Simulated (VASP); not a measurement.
# BAs: band gap by level of theory

The structure is cubic, space group F-43m (No. 216). The conventional cell has a = 4.778 Å, b = 4.778 Å, c = 4.778 Å, α = 90.00°, β = 90.00°, γ = 90.00°. B (site symmetry -43m) is surrounded by 4 As at 2.07 Å. As (site symmetry -43m) has 4 B at 2.07 Å as nearest neighbours.

The cell was built by a generator and isn't the measured one.

```tsv
rung	level	program and potentials	cutoff (eV)	k mesh	task	band gap (eV)	notes
LDA	LDA	VASP, LDA PAW files As, B, 520 eV	520	10 × 10 × 10	single point	1.12	-
GGA	PBE	VASP, PBE PAW files As, B, 520 eV	520	10 × 10 × 10	single point	1.18	-
GGA	PBE	VASP, PBE PAW files As, B, 520 eV	520	12 × 12 × 12	dielectric tensor	1.18	-
GGA	PBEsol	VASP, PBE PAW files As, B, 520 eV	520	10 × 10 × 10	single point	1.08	potentials made for PBE
meta-GGA	SCAN	VASP, PBE PAW files As, B, 520 eV	520	10 × 10 × 10	single point	1.42	potentials made for PBE
meta-GGA	r2SCAN	VASP, PBE PAW files As, B, 520 eV	520	10 × 10 × 10	single point	1.37	potentials made for PBE
model potential	TB-mBJ	VASP, PBE PAW files As, B, 520 eV	520	10 × 10 × 10	single point	1.76	potentials made for PBE
hybrid	HSE06	VASP, PBE PAW files As, B, 520 eV	520	10 × 10 × 10	single point	1.85	potentials made for PBE
```

All rows: no spin polarisation. Gaps are the least found on the k mesh or the band path, and a mesh can miss the band edges. Meshes differ between rows, which moves values too. All levels ran on this one cell, unrelaxed unless noted. Meshes are those of the run's cell of 2 atoms unless a note names another. Runs on faulty files, with rough fits or with known faults for this quantity aren't shown. No row holds spin-orbit coupling.

By rung: LDA 1.12; GGA 1.08 to 1.18; meta-GGA 1.37 to 1.42; model potential 1.76; hybrid 1.85 (eV).

The calculated gap of BAs depends strongly on the treatment of exchange and correlation, rising from 1.08 eV with PBEsol to 1.85 eV with HSE06. The increase doesn't follow the rungs strictly, since PBEsol falls below LDA. SCAN and r2SCAN open the gap only partly, while TB-mBJ comes close to the hybrid, probably because both raise the empty states relative to the filled ones in a way that semilocal Kohn-Sham potentials largely miss.

All levels describe a semiconductor, as expected for a tetrahedral network with filled bonding and empty antibonding sp³ states. Boron and arsenic are close in electronegativity, so the gap owes more to covalent splitting than to charge transfer. BAs is known to have an indirect gap of moderate size, which the HSE06 and TB-mBJ values match much better than the LDA and GGA ones. That agreement is not a strict test of either method, because lattice vibrations, including zero-point motion of the light boron atoms, also shift the measured gap.
